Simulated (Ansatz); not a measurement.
GeTe (alpha-GeTe type, space group R3m)

```xyz
4
Lattice="4.2266 2.4402 7.2798 0.0000 2.4402 7.2798 0.0000 -2.4402 3.6399" Properties=species:S:1:pos:R:3 pbc="T T T"
Ge     4.2266     2.4402     9.8376
Ge     2.1133     1.2201     6.1977
Te     4.2266     2.4402    15.6418
Te     2.1133     1.2201    12.0019
```

The atoms are displaced by Q × the pattern below (from a DFPT mode at F = (0.5, 0.5, 0.0), largest move 1; Q in Å), at fixed cell. (q is in reciprocal vectors of the primitive cell; the cell shown is doubled to hold the pattern.)

| atom | x | y | z |
|---|---|---|---|
| Ge1 | 0.000 | -0.580 | 0.769 |
| Ge2 | 0.000 | 0.580 | -0.769 |
| Te3 | 0.000 | 0.410 | -0.912 |
| Te4 | 0.000 | -0.410 | 0.912 |

Calculation: PBE (plane waves to 420 eV, PAW, scalar-relativistic; Ansatz, a quantum-chemistry and plane-wave program). k mesh 10×10×10 (Γ-centred), Fermi-Dirac smearing 0.05 eV. E stands for the smeared free energy. GeTe was relaxed with its symmetry unable to fall. Spin-orbit coupling is left out, though Te is heavy. ΔE is measured from the undisplaced structure.

```csv
Q (Å),ΔE (meV/cell)
-0.2800,164.5
-0.2333,114.5
-0.1867,73.4
-0.1400,41.4
-0.0933,withheld
-0.0467,4.6
0.0000,0.0
0.0467,4.6
0.0933,withheld
0.1400,41.4
0.1867,73.4
0.2333,114.5
0.2800,164.5
```

Q: Fit an even polynomial form (powers 2, 4) to the given rows and predict ΔE at Q = 0.0933.

A: Least squares on the 11 given rows: ΔE = (2114)·Q² + (-204.6)·Q⁴, in meV/cell with Q in Å; root-mean-square residual 0.03 meV/cell. At 0.0933 the fit gives 18.4 meV/cell; the calculation gives 18.4 meV/cell, the same to the digits shown. The quadratic term alone would give 18.4 meV/cell.

(For displaced atoms, the force is minus the slope of the energy, and its curvature is a force constant, which sets phonon frequencies.)
